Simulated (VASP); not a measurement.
Set up this calculation in VASP 6.6.1, as the native input.

- Task: optical spectrum
- Functional: PBE
- Potentials or basis: VASP PAW PBE potentials, release 64 (Au)
- Cutoff: 520 eV
- k mesh: 20 × 20 × 20
- Occupations: fermi-dirac, width 0.05 eV
- Spin: no spin polarisation
- Further INCAR settings: ALGO = Normal; EDIFF = 1e-06; NBANDS = 30

The structure of Au lies in POSCAR:

```
Au
1.0
    0.0000000000      2.0395000000      2.0395000000
    2.0395000000      0.0000000000      2.0395000000
    2.0395000000      2.0395000000      0.0000000000
Au
1
Direct
    0.0000000000      0.0000000000      0.0000000000
```

One way to write it, as run:

INCAR

```
SYSTEM = Au
ALGO = Normal ; CSHIFT = 0.1
EDIFF = 1E-6 ; ENCUT = 520
GGA = PE ; ISIF = 2
ISMEAR = -1 ; LASPH = .TRUE.
LCHARG = .FALSE. ; LOPTICS = .TRUE.
LREAL = .FALSE. ; LWAVE = .FALSE.
NBANDS = 30 ; NEDOS = 2000
NELM = 80 ; PREC = Accurate
SIGMA = 0.05
```

KPOINTS

```
k-points
0
G
  20 20 20
  0 0 0
```

Potentials or basis: VASP PAW PBE potentials, release 64 (Au).

The run is started by

```console
$ cat potpaw_PBE.64/Au/POTCAR > POTCAR
$ mpirun -np 1 vasp_std > vasp.out
```

It gave:

```
Pressure               : 9.3 GPa
Band gap on the k mesh : none (metal or under the smearing width)
```

Caveat: independent-particle spectra lack excitons; the intraband (Drude) part of a metal's response may be missing.

Run time: 120 s on 1 thread of AMD EPYC 7R13 Processor (Zen 3) (shared host), peak memory 0.25 GiB.
